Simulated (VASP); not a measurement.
# Re (I4/mmm) in VASP: further runs, part 2 of 2

VASP 6.6.1. The steps go on from the part before.

## Step 3: Single point, PBE (strain +0.050 along x and y, +0.000 along z, atoms carried along)

Input file INCAR:

```
SYSTEM = Re
ALGO = Fast
EDIFF = 1E-7
ENCUT = 520
GGA = PE
ISIF = 2
ISMEAR = 0
LASPH = .TRUE.
LCHARG = .FALSE.
LREAL = .FALSE.
LWAVE = .FALSE.
NBANDS = 10
NELM = 100
PREC = Accurate
SIGMA = 0.15
```

Input file KPOINTS:

```
k-points
0
G
  20 20 20
  0 0 0
```

Input file POSCAR:

```
Re
1.0
    0.0000000000      2.0737500000      1.9750000000
    2.0737500000      0.0000000000      1.9750000000
    2.0737500000      2.0737500000      0.0000000000
Re
1
Direct
    0.0000000000      0.0000000000      0.0000000000
```

Potentials or basis: VASP PAW PBE potentials, release 64 (Re).

Run with:

```console
$ cat potpaw_PBE.64/Re/POTCAR > POTCAR
$ mpirun -np 1 vasp_std > vasp.out
```

OUTCAR:

```text
SYSTEM = Re
   EDIFF = 1E-7
   ENCUT = 520
   GGA = PE
   ISIF = 2
   ISMEAR = 0
   LASPH = .TRUE.
   LREAL = .FALSE.
   NELM = 100
   PREC = Accurate

 ion  position               nearest neighbor table
   1  0.000  0.000  0.000-

  LATTYP: Found a body centered tetragonal cell.
 ALAT       =     2.9327253750
 C/A-ratio  =     1.3468700594

  Lattice vectors:

 A1 = (   0.0000000000,  -2.0737500000,  -1.9750000000)
 A2 = (   0.0000000000,   2.0737500000,  -1.9750000000)
 A3 = (   2.0737500000,   0.0000000000,   1.9750000000)

Analysis of symmetry for initial positions (statically):
=====================================================================
 Subroutine PRICEL returns:
 Original cell was already a primitive cell.

 Routine SETGRP: Setting up the symmetry group for a
 body centered tetragonal supercell.

 Subroutine GETGRP returns: Found 16 space group operations
 (whereof 16 operations were pure point group operations)
 out of a pool of 16 trial point group operations.

The static configuration has the point symmetry D_4h.

Analysis of symmetry for dynamics (positions and initial velocities):
=====================================================================
 Subroutine PRICEL returns:
 Original cell was already a primitive cell.

 Routine SETGRP: Setting up the symmetry group for a
 body centered tetragonal supercell.

 Subroutine GETGRP returns: Found 16 space group operations
 (whereof 16 operations were pure point group operations)
 out of a pool of 16 trial point group operations.

The dynamic configuration has the point symmetry D_4h.

 Subroutine INISYM returns: Found 16 space group operations
 (whereof 16 operations are pure point group operations),
 and found     1 'primitive' translations

----------------------------------------------------------------------------------------

                                     Primitive cell

  volume of cell :      16.9867

  direct lattice vectors                    reciprocal lattice vectors
     0.000000000  2.073750000  1.975000000    -0.241109102  0.241109102  0.253164557
     2.073750000  0.000000000  1.975000000     0.241109102 -0.241109102  0.253164557
     2.073750000  2.073750000  0.000000000     0.241109102  0.241109102 -0.253164557

  length of vectors
     2.863750000  2.863750000  2.932725375     0.424687521  0.424687521  0.424687521

  position of ions in fractional coordinates (direct lattice)
     0.000000000  0.000000000  0.000000000

  ion indices of the primitive-cell ions
   primitive index   ion index
                 1           1

----------------------------------------------------------------------------------------

 KPOINTS: k-points

Automatic generation of k-mesh.
 Grid dimensions read from file:
 generate k-points for:   20   20   20

 Generating k-lattice:

  Cartesian coordinates                     Fractional coordinates (reciprocal lattice)
    -0.012055455  0.012055455  0.012658228     0.050000000  0.000000000  0.000000000
     0.012055455 -0.012055455  0.012658228     0.000000000  0.050000000  0.000000000
     0.012055455  0.012055455 -0.012658228    -0.000000000 -0.000000000  0.050000000

  Length of vectors
     0.021234376  0.021234376  0.021234376

  Shift w.r.t. Gamma in fractional coordinates (k-lattice)
     0.000000000  0.000000000  0.000000000

 Subroutine IBZKPT returns following result:
 ===========================================

 Found    641 irreducible k-points:

 Following reciprocal coordinates:
            Coordinates               Weight
  0.000000  0.000000  0.000000      1.000000
  0.050000 -0.000000  0.000000      8.000000
  0.100000 -0.000000  0.000000      8.000000
  0.150000 -0.000000  0.000000      8.000000
  0.200000 -0.000000  0.000000      8.000000
  0.250000 -0.000000  0.000000      8.000000
[... 16 lines left out ...]
 -0.400000  0.050000  0.000000      8.000000
 -0.350000  0.050000  0.000000      8.000000
 [... further k-points ...]
   k-points           NKPTS =    641   k-points in BZ     NKDIM =    641   number of bands    NBANDS=     10
   number of dos      NEDOS =    301   number of ions     NIONS =      1
   total plane-waves  NPLWV =  13824
   dimension x,y,z NGX =    24 NGY =   24 NGZ =   24
   dimension x,y,z NGXF=    48 NGYF=   48 NGZF=   48
   ions per type =               1
   NGX,Y,Z   is equivalent  to a cutoff of  13.93, 13.93, 13.60 a.u.
   NGXF,Y,Z  is equivalent  to a cutoff of  27.86, 27.86, 27.21 a.u.
 SYSTEM =  Re
   PREC   = accura    normal or accurate (medium, high low for compatibility)
   ISTART =      0    job   : 0-new  1-cont  2-samecut
   ICHARG =      2    charge: 1-file 2-atom 10-const
   ISPIN  =      1    spin polarized calculation?
   LNONCOLLINEAR =      F non collinear calculations
   LSORBIT =      F    spin-orbit coupling
   LASPH  =      T    aspherical Exc in radial PAW
   ENCUT  =  520.0 eV  38.22 Ry    6.18 a.u.   5.32  5.32  5.45*2*pi/ulx,y,z
   NELM   =    100;   NELMIN=  2; NELMDL= -5     # of ELM steps
   EDIFF  = 0.1E-06   stopping-criterion for ELM
   LREAL  =      F    real-space projection
   EDIFFG = 0.1E-05   stopping-criterion for IOM
   NSW    =      0    number of steps for IOM
   IBRION =     -1    ionic relax: 0-MD 1-quasi-New 2-CG
   NFREE  =      0    steps in history (QN), initial steepest desc. (CG)
   ISIF   =      2    stress and relaxation
   ISYM   =      2    0-nonsym 1-usesym 2-fastsym
   POTIM  = 0.5000    time-step for ionic-motion
   TEBEG  =    0.0;   TEEND  =   0.0 temperature during run
   PSTRESS=    0.0 pullay stress
   NELECT =       7.0000    total number of electrons
   NUPDOWN=      -1.0000    fix difference up-down
   EMIN   =  10.00;   EMAX   =-10.00  energy-range for DOS
   EFERMI =   0.00;   METHOD = LEGACY
   ISMEAR =     0;   SIGMA  =   0.15  broadening in eV -4-tet -1-fermi 0-gaus
   EFERMI_NEDOS =   21; number of points for ismear=-14 and -15
   IALGO  =     68    algorithm
   IMIX   =      4    mixing-type and parameters
     AMIX     =   0.40;   BMIX     =  1.00
     AMIX_MAG =   1.60;   BMIX_MAG =  1.00
  volume/ion in A,a.u.               =      16.99       114.63
  Fermi-wavevector in a.u.,A,eV,Ry     =   1.218253  2.302165 20.192961  1.484141
  Thomas-Fermi vector in A             =   2.353546
   LORBIT       =      0    0 simple, 1 ext, 2 COOP (PROOUT), +10 PAW based schemes
   GGA     = PE    functional components
   LHFCALC =     F    Hartree Fock is set to
   AEXX    =    0.0000 exact exchange contribution
   IVDW    =     0    specifies the selected vdW correction
   LEPSILON=     F    determine dielectric tensor
   LRPA    =     F    only Hartree local field effects (RPA)
 non-spin polarized calculation
 RMM-DIIS sequential band-by-band and
 Gauss-broadening in eV      SIGMA  =   0.15
  energy-cutoff  :      520.00
  volume of cell :       16.99
 maximum number of plane-waves:       479
 NGX is ok and might be reduce to    24
   NGX = 11   NGY = 11   NGZ = 11

 number of electron       7.0000000 magnetization

 Free energy of the ion-electron system (eV)
  ---------------------------------------------------
  ext. energy  EPLUGINS =         0.00000000
  ---------------------------------------------------
  free energy    TOTEN  =       -12.10684728 eV

  energy without entropy =      -12.09525895  energy(sigma->0) =      -12.10105312

 E-fermi :   6.4639     XC(G=0): -12.9496

 val. band max:        6.4637493972   @ k =   0.3000   0.0500   0.2000
 cond. band min:       6.4680739442   @ k =  -0.3000   0.3000   0.1500
 fundamental gap:      0.0043245471
 Fermi energy:         6.4639493445

 k-point     1 :       0.0000    0.0000    0.0000
  band No.  band energies     occupation
      1      -2.6653      2.00000
      2       4.7125      2.00000
      3       4.7125      2.00000
      4       5.2929      2.00000
      5       7.0505      0.00000
      6       7.7971      0.00000
      7      20.2429      0.00000
      8      24.6182      0.00000
      9      24.6182      0.00000
     10      26.0289      0.00000
[... 287 lines left out ...]
 k-point    24 :      -0.3500    0.0500    0.0000
  band No.  band energies     occupation
      1       0.4728      2.00000
      2       4.7095      2.00000
      3       4.8700      2.00000
      4       5.2383      2.00000
      5       8.4688      0.00000
      6       9.0121      0.00000
      7      16.8958      0.00000
      8      20.8467      0.00000
      9      26.1329      0.00000
     10      27.0046      0.00000

 [... further k-points ...]

------------------------ aborting loop because EDIFF is reached ----------------------------------------

  FORCE on cell =-STRESS in cart. coord.  units (eV):
  Direction    XX          YY          ZZ          XY          YZ          ZX
  --------------------------------------------------------------------------------------
  -------------------------------------------------------------------------------------
  Total       -3.9935471     -3.9935471     -3.0308105      0.0000000      0.0000000     -0.0000000
  in kB     -376.6686752   -376.6686752   -285.8640005      0.0000000      0.0000000     -0.0000000
  external PRESSURE =    -346.4004503 kB  Pullay stress =       0.0000000 kB

 VOLUME and BASIS-vectors are now :
 -----------------------------------------------------------------------------
  energy-cutoff  :      520.00
  volume of cell :       16.99
      direct lattice vectors                 reciprocal lattice vectors
     0.000000000  2.073750000  1.975000000    -0.241109102  0.241109102  0.253164557
     2.073750000  0.000000000  1.975000000     0.241109102 -0.241109102  0.253164557
     2.073750000  2.073750000  0.000000000     0.241109102  0.241109102 -0.253164557

 POSITION                                       TOTAL-FORCE (eV/Angst)
 -----------------------------------------------------------------------------------
      0.00000      0.00000      0.00000         0.000000      0.000000     -0.000000
 -----------------------------------------------------------------------------------
    total drift:                                0.000000     -0.000000     -0.000000

  FREE ENERGIE OF THE ION-ELECTRON SYSTEM (eV)
  ---------------------------------------------------
  free  energy   TOTEN  =       -12.1068472803 eV

  energy  without entropy=      -12.0952589543  energy(sigma->0) =      -12.10105312
```

OSZICAR:

```text
N       E                     dE             d eps       ncg     rms          rms(c)
DAV:   1     0.499844529293E+01    0.49984E+01   -0.33446E+03 20212   0.754E+02
DAV:   2    -0.125418048221E+02   -0.17540E+02   -0.16300E+02 19642   0.153E+02
DAV:   3    -0.129341337605E+02   -0.39233E+00   -0.38014E+00 21314   0.365E+01
DAV:   4    -0.129361814572E+02   -0.20477E-02   -0.20429E-02 21084   0.123E+00
DAV:   5    -0.129361848122E+02   -0.33549E-05   -0.33554E-05 18480   0.288E-02    0.228E+01
RMM:   6    -0.122633978284E+02    0.67279E+00   -0.10894E-01 13863   0.144E+01    0.707E+00
RMM:   7    -0.121107704726E+02    0.15263E+00   -0.96023E-01 19399   0.131E+01    0.191E+00
RMM:   8    -0.121070184460E+02    0.37520E-02   -0.63727E-03 16401   0.291E+00    0.197E-01
RMM:   9    -0.121067433316E+02    0.27511E-03   -0.16544E-02 19675   0.955E-01    0.571E-02
RMM:  10    -0.121068514450E+02   -0.10811E-03   -0.94384E-04 19914   0.222E-01    0.442E-02
RMM:  11    -0.121068471386E+02    0.43064E-05   -0.16800E-04 18207   0.185E-01    0.525E-03
RMM:  12    -0.121068482500E+02   -0.11114E-05   -0.42492E-05 19790   0.468E-02    0.597E-03
RMM:  13    -0.121068478281E+02    0.42187E-06   -0.28131E-06 18195   0.185E-02    0.569E-03
RMM:  14    -0.121068471825E+02    0.64554E-06   -0.34213E-07 13203   0.206E-02    0.340E-03
RMM:  15    -0.121068472803E+02   -0.97712E-07   -0.17292E-07 12265   0.266E-02
   1 F= -.12106847E+02 E0= -.12101053E+02  d E =-.115883E-01
```

Run time: 69 s. Hardware: 1 thread of Intel Xeon Platinum 8488C (Sapphire Rapids), shared host; peak memory 0.23 GiB.

What came out:

* Free energy: -12.1068 eV
* Pressure: -34.6 GPa
* Band gap on the k mesh: none (metal or under the smearing width)

Levels at points of the mesh, in eV from the Fermi level:
```csv
k point,band 1,band 2,band 3,band 4,band 5,band 6,band 7,band 8
"(0.00, 0.00, 0.00)",-9.13,-1.75,-1.75,-1.17,0.59,1.33,13.78,18.15
"(0.50, 0.00, 0.00)",-5.89,-2.04,-1.40,0.07,2.83,3.20,8.04,13.18
"(0.50, 0.50, 0.00)",-5.60,-4.94,2.92,2.94,3.62,3.62,10.64,10.64
"(0.50, 0.00, 0.50)",-5.68,-4.85,1.99,2.93,3.30,3.85,10.25,11.22
```

Caveat: the cell as given lies far from equilibrium; so large a pressure means that the cell lies far from this level's equilibrium, or that cutoff or potentials fall short.

## Step 4: Single point, PBE (strain -0.050 along x and y, +0.050 along z, atoms carried along)

Input file INCAR:

```
SYSTEM = Re
ALGO     = Normal         ! electronic algorithm
EDIFF    = 1E-6           ! SCF threshold, eV
ENCUT    = 520            ! plane-wave cutoff, eV
GGA      = PE             ! functional
ISIF     = 2              ! what is computed and relaxed
ISMEAR   = 0              ! smearing method
LASPH    = .True.         ! aspherical terms in the spheres
LCHARG   = .False.        ! write CHGCAR
LREAL    = .False.        ! projectors in reciprocal space
LWAVE    = .False.        ! write WAVECAR
NBANDS   = 10             ! bands
NELM     = 100            ! most SCF steps
PREC     = Accurate       ! precision mode
SIGMA    = 0.15           ! smearing width, eV
```

Input file KPOINTS:

```
k-points
0
Gamma
  20 20 20
  0 0 0
```

Input file POSCAR:

```
Re
1.0
    0.0000000000      1.8762500000      2.0737500000
    1.8762500000      0.0000000000      2.0737500000
    1.8762500000      1.8762500000      0.0000000000
Re
1
Direct
    0.0000000000      0.0000000000      0.0000000000
```

Run with:

```console
$ cat potpaw_PBE.64/Re/POTCAR > POTCAR
$ mpirun -np 1 vasp_std > vasp.out
```

It took 44 s on 1 thread of Intel Xeon Platinum 8488C (Sapphire Rapids), shared host; peak memory 0.22 GiB.

The run converged. Its results:

```yaml
Free_energy: -12.2577 eV
Pressure: 11.7 GPa
Band_gap_on_the_k_mesh: none (metal or under the smearing width)
```

Stress tensor (GPa, compression positive):
```
22.30  0.00  0.00
 0.00 22.30  0.00
 0.00  0.00 -9.56
```

Levels at points of the mesh, in eV from the Fermi level:
```
           k point  band 1  band 2  band 3  band 4  band 5  band 6  band 7  band 8
(0.00, 0.00, 0.00)  -10.24   -2.95   -1.40   -1.40    0.05    2.24   14.03   17.45
(0.50, 0.00, 0.00)   -6.99   -2.93   -1.41    0.21    3.43    4.14   10.17   13.21
(0.50, 0.50, 0.00)   -7.02   -5.99    1.44    3.96    4.46    4.46   11.44   13.48
(0.50, 0.00, 0.50)   -6.94   -6.05    3.48    3.52    3.66    5.44   11.07   12.58
```

The run has no spin-orbit coupling, so splittings on Re are missing.

## Step 5: The runs side by side

```csv
cell,gap on the mesh (eV),pressure (GPa)
"strain -0.050 along x and y, +0.000 along z, atoms carried along",none,33.0
"strain +0.050 along x and y, +0.000 along z, atoms carried along",none,-34.6
"strain -0.050 along x and y, +0.050 along z, atoms carried along",none,11.7
```

Alike in all rows: task single point; level PBE; potentials or basis VASP PAW PBE potentials, release 64 (Re); no spin polarisation; k mesh 20 × 20 × 20; cutoff (eV) 520; smearing gaussian 0.15 eV.

Caveats: so large a pressure means that the cell lies far from this level's equilibrium, or that cutoff or potentials fall short (some runs); the cell as given lies far from equilibrium (some runs).

Total energies depend on the potentials used, so only differences within one code and one set of settings carry meaning.
